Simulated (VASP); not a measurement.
# ZnCu (Pm-3m) in VASP: settings compared, part 2 of 2

VASP 6.6.1. Earlier steps stand in the parts before.

### 3 Single point, PBE+D3(BJ)+U

Contents of INCAR:

```
ALGO = Fast ; EDIFF = 1E-7
ENCUT = 520 ; GGA = PE
ISIF = 2 ; ISMEAR = 1
IVDW = 12 ; LASPH = True
LCHARG = True ; LDAU = True
LDAUJ = 0 0 ; LDAUL = 2 -1
LDAUPRINT = 1 ; LDAUTYPE = 2
LDAUU = 1 0 ; LELF = True
LMAXMIX = 4 ; LREAL = False
LVHAR = True ; LWAVE = False
NBANDS = 18 ; NELECT = 22.9
NELM = 150 ; PREC = Accurate
SIGMA = 0.1
```

Contents of KPOINTS:

```
k-points
0
Gamma
  2 2 2
```

Contents of POSCAR:

```
ZnCu
1.0
    2.9205539200      0.0000000000      0.0000000000
    0.0000000000      2.9205539200      0.0000000000
    0.0000000000      0.0000000000      2.9205539200
Zn Cu
1 1
Direct
    0.5000000000      0.5000000000      0.5000000000
    0.0000000000      0.0000000000      0.0000000000
```

Potentials or basis: VASP PAW PBE potentials, release 64 (Zn, Cu).

The run is started by

```console
cat potpaw_PBE.64/Zn/POTCAR potpaw_PBE.64/Cu/POTCAR > POTCAR
mpirun -np 1 vasp_std > vasp.out
```

OUTCAR:

```text
EDIFF = 1E-7
   ENCUT = 520
   GGA = PE
   ISIF = 2
   ISMEAR = 1
   IVDW = 12
   LASPH = True
   LREAL = False
   NELECT = 22.9
   NELM = 150
   PREC = Accurate
 IVDW          = 12

 ion  position               nearest neighbor table
   1  0.500  0.500  0.500-   2 2.53   2 2.53   2 2.53   2 2.53   2 2.53   2 2.53   2 2.53   2 2.53

   2  0.000  0.000  0.000-   1 2.53   1 2.53   1 2.53   1 2.53   1 2.53   1 2.53   1 2.53   1 2.53

  LATTYP: Found a simple cubic cell.
 ALAT       =     2.9205539200

  Lattice vectors:

 A1 = (   2.9205539200,   0.0000000000,   0.0000000000)
 A2 = (   0.0000000000,   2.9205539200,   0.0000000000)
 A3 = (   0.0000000000,   0.0000000000,   2.9205539200)

Analysis of symmetry for initial positions (statically):
=====================================================================
 Subroutine PRICEL returns:
 Original cell was already a primitive cell.

 Routine SETGRP: Setting up the symmetry group for a
 simple cubic supercell.

[... 180 lines left out ...]
  ---------------------------------------------------
  free energy    TOTEN  =        -5.09113261 eV

  energy without entropy =       -5.07762046  energy(sigma->0) =       -5.08662856

 E-fermi :   3.8961     XC(G=0): -12.4969

 val. band max:        3.8631567621   @ k =   0.5000   0.5000   0.0000
 cond. band min:       7.6370857130   @ k =   0.5000   0.5000   0.0000
 fundamental gap:      3.7739289509
 Fermi energy:         3.8960944260

 k-point     1 :       0.0000    0.0000    0.0000
  band No.  band energies     occupation
      1      -4.7067      2.00000
      2      -2.5444      2.00000
      3      -2.5444      2.00000
      4      -1.8344      2.00000
      5      -1.8344      2.00000
      6      -1.8344      2.00000
[... 61 lines left out ...]
      5      -1.5364      2.00000
      6       1.3304      2.00000
[... 10 lines left out ...]
     17      10.3968      0.00000
     18      12.1449      0.00000

------------------------ aborting loop because EDIFF is reached ----------------------------------------

 Edisp (eV)   -1.04094

 E8    (eV) :    -0.4419

  FORCE on cell =-STRESS in cart. coord.  units (eV):
  Direction    XX          YY          ZZ          XY          YZ          ZX
  --------------------------------------------------------------------------------------
  -------------------------------------------------------------------------------------
  Total      -1.44412    -1.44412    -1.44412     0.00000     0.00000     0.00000
  in kB     -92.87885   -92.87885   -92.87885     0.00000     0.00000     0.00000
  external pressure =      -92.88 kB  Pullay stress =        0.00 kB

 VOLUME and BASIS-vectors are now :
 -----------------------------------------------------------------------------
  energy-cutoff  :      520.00
  volume of cell :       24.91
      direct lattice vectors                 reciprocal lattice vectors
     2.920553920  0.000000000  0.000000000     0.342400800  0.000000000  0.000000000
     0.000000000  2.920553920  0.000000000     0.000000000  0.342400800  0.000000000
     0.000000000  0.000000000  2.920553920     0.000000000  0.000000000  0.342400800

 POSITION                                       TOTAL-FORCE (eV/Angst)
 -----------------------------------------------------------------------------------
      1.46028      1.46028      1.46028         0.000000      0.000000      0.000000
      0.00000      0.00000      0.00000         0.000000      0.000000      0.000000
 -----------------------------------------------------------------------------------
    total drift:                                0.000000      0.000000     -0.000000

  FREE ENERGIE OF THE ION-ELECTRON SYSTEM (eV)
  ---------------------------------------------------
  free  energy   TOTEN  =        -6.1320727607 eV

  energy  without entropy=       -6.1185606099  energy(sigma->0) =       -6.12756871
```

stdout:

```text
POSCAR found type information on POSCAR ZnCu
 POSCAR found :  2 types and       2 ions
 scaLAPACK will be used
 LDA part: xc-table for (Slater+PW92), standard interpolation
 POSCAR, INCAR and KPOINTS ok, starting setup
 FFT: planning ... GRIDC
 FFT: planning ... GRID_SOFT
 FFT: planning ... GRID
 WAVECAR not read
 entering main loop
 the old and the new charge density differ
 old charge density:    23.00000 new   22.90000
    0.112E+01
```

Run time: 4.1 s. Hardware: 1 thread of Intel Xeon Platinum 8488C (Sapphire Rapids), shared host; peak memory 0.14 GiB.

What came out:

| Quantity | Value |
| --- | --- |
| Free energy | -6.1321 eV |
| Band gap on the k mesh | none (metal or under the smearing width) |
| Dispersion energy per atom | -0.520 eV |

Levels at points of the mesh, in eV from the Fermi level:
```
           k point  band 7  band 8  band 9  band 10  band 11  band 12  band 13  band 14  band 15  band 16
(0.00, 0.00, 0.00)   -1.85   -1.85   -0.98    -0.98    -0.98     8.25     8.25     8.25    13.18    13.18
(0.50, 0.00, 0.00)   -3.42   -1.96   -1.54    -1.54    -1.05    -0.20    13.86    13.86    14.35    14.35
(0.50, 0.50, 0.00)   -1.64   -1.14   -1.14    -0.72    -0.03    -0.03     3.74     4.01    16.15    17.67
(0.50, 0.50, 0.50)   -2.57   -2.57   -0.70    -0.70     5.99     6.21     6.21     6.21     6.50     6.50
```

Eigenvalues of the final occupation matrices:
| site | spin | trace | eigenvalues |
| --- | --- | --- | --- |
| site 1 d | 1 | 4.88 | 0.97 0.97 0.97 0.98 0.98 |
| site 1 d | 2 | 4.88 | 0.97 0.97 0.97 0.98 0.98 |

Caveat: the k mesh is coarse (spacing up to 1.08 Å⁻¹), so the values aren't converged; the cell carries a net charge on a neutralising background, which shifts energy and pressure; the cell is charged against a uniform background, so pressure and absolute levels hang on convention; U without spin polarisation on a metal has little footing; pairwise dispersion overbinds metals, which lowers pressure and volume; the U is typed as a test and isn't derived for this compound.

### 4 Single point, PBE+D3(BJ)

Contents of INCAR:

```
SYSTEM = ZnCu
PREC     = Accurate       ! precision mode
ENCUT    = 520            ! plane-wave cutoff, eV
EDIFF    = 1E-6           ! SCF threshold, eV
ISMEAR   = 0              ! smearing method
SIGMA    = 0.1            ! smearing width, eV
LREAL    = .False.        ! projectors in reciprocal space
LASPH    = .True.         ! aspherical terms in the spheres
NELM     = 60             ! most SCF steps
ALGO     = Fast           ! electronic algorithm
ISIF     = 2              ! what is computed and relaxed
LWAVE    = .False.        ! write WAVECAR
LCHARG   = .False.        ! write CHGCAR
GGA      = PE             ! functional
IVDW     = 12             ! dispersion correction
NBANDS   = 18             ! bands
```

Contents of KPOINTS:

```
regular mesh
0
Gamma
  6 6 6
  0 0 0
```

POSCAR is that of step 3.

Potentials or basis: VASP PAW PBE potentials, release 64 (Zn, Cu).

The run is started by

```console
cat potpaw_PBE.64/Zn/POTCAR potpaw_PBE.64/Cu/POTCAR > POTCAR
mpirun -np 1 vasp_std > vasp.out
```

OUTCAR:

```text
SYSTEM = ZnCu
   PREC = Accurate
   ENCUT = 520
   EDIFF = 1E-6
   ISMEAR = 0
   LREAL = .False.
   LASPH = .True.
   NELM = 60
   ISIF = 2
   GGA = PE
   IVDW = 12
 IVDW          = 12

 ion  position               nearest neighbor table
   1  0.500  0.500  0.500-   2 2.53   2 2.53   2 2.53   2 2.53   2 2.53   2 2.53   2 2.53   2 2.53

   2  0.000  0.000  0.000-   1 2.53   1 2.53   1 2.53   1 2.53   1 2.53   1 2.53   1 2.53   1 2.53

  LATTYP: Found a simple cubic cell.
 ALAT       =     2.9205539200

  Lattice vectors:

 A1 = (   2.9205539200,   0.0000000000,   0.0000000000)
 A2 = (   0.0000000000,   2.9205539200,   0.0000000000)
 A3 = (   0.0000000000,   0.0000000000,   2.9205539200)

Analysis of symmetry for initial positions (statically):
=====================================================================
 Subroutine PRICEL returns:
 Original cell was already a primitive cell.

 Routine SETGRP: Setting up the symmetry group for a
 simple cubic supercell.

 Subroutine GETGRP returns: Found 48 space group operations
 (whereof 48 operations were pure point group operations)
 out of a pool of 48 trial point group operations.

[... 156 lines left out ...]
  free energy    TOTEN  =        -4.90654260 eV

  energy without entropy =       -4.89887992  energy(sigma->0) =       -4.90271126

 E-fermi :   5.7585     XC(G=0): -12.5430

 val. band max:        5.7104584047   @ k =   0.5000   0.3333   0.3333
 cond. band min:       5.7593203007   @ k =   0.3333   0.3333   0.0000
 fundamental gap:      0.0488618960
 Fermi energy:         5.7585313663

 k-point     1 :       0.0000    0.0000    0.0000
  band No.  band energies     occupation
      1      -4.7500      2.00000
      2      -2.1428      2.00000
      3      -2.1428      2.00000
      4      -1.4035      2.00000
      5      -1.4035      2.00000
      6      -1.4035      2.00000
[... 397 lines left out ...]
      5      -1.0869      2.00000
      6       1.3610      2.00000
[... 10 lines left out ...]
     17      10.3721      0.00000
     18      12.1417      0.00000

------------------------ aborting loop because EDIFF is reached ----------------------------------------

 Edisp (eV)   -1.04094

 E8    (eV) :    -0.4419

  FORCE on cell =-STRESS in cart. coord.  units (eV):
  Direction    XX          YY          ZZ          XY          YZ          ZX
  --------------------------------------------------------------------------------------
  -------------------------------------------------------------------------------------
  Total       0.00630     0.00630     0.00630     0.00000     0.00000    -0.00000
  in kB       0.40532     0.40532     0.40532     0.00000     0.00000    -0.00000
  external pressure =        0.41 kB  Pullay stress =        0.00 kB

 VOLUME and BASIS-vectors are now :
 -----------------------------------------------------------------------------
  energy-cutoff  :      520.00
  volume of cell :       24.91
      direct lattice vectors                 reciprocal lattice vectors
     2.920553920  0.000000000  0.000000000     0.342400800  0.000000000  0.000000000
     0.000000000  2.920553920  0.000000000     0.000000000  0.342400800  0.000000000
     0.000000000  0.000000000  2.920553920     0.000000000  0.000000000  0.342400800

 POSITION                                       TOTAL-FORCE (eV/Angst)
 -----------------------------------------------------------------------------------
      1.46028      1.46028      1.46028         0.000000      0.000000      0.000000
      0.00000      0.00000      0.00000         0.000000      0.000000      0.000000
 -----------------------------------------------------------------------------------
    total drift:                                0.000000      0.000000     -0.000000

  FREE ENERGIE OF THE ION-ELECTRON SYSTEM (eV)
  ---------------------------------------------------
  free  energy   TOTEN  =        -5.9474827531 eV

  energy  without entropy=       -5.9398200743  energy(sigma->0) =       -5.94365141
```

stdout:

```text
POSCAR found type information on POSCAR ZnCu
 POSCAR found :  2 types and       2 ions
 scaLAPACK will be used
 LDA part: xc-table for (Slater+PW92), standard interpolation
 POSCAR, INCAR and KPOINTS ok, starting setup
 FFT: planning ... GRIDC
 FFT: planning ... GRID_SOFT
 FFT: planning ... GRID
 WAVECAR not read
 entering main loop
```

Wall time 7.5 s (1 thread of Intel Xeon Platinum 8488C (Sapphire Rapids), shared host); peak memory 0.14 GiB.

Results:

```
Free energy                : -5.9475 eV
Pressure                   : 0.0 GPa
Band gap on the k mesh     : none (metal or under the smearing width)
Dispersion energy per atom : -0.520 eV
```

Caveat: pairwise dispersion overbinds metals, which lowers pressure and volume.
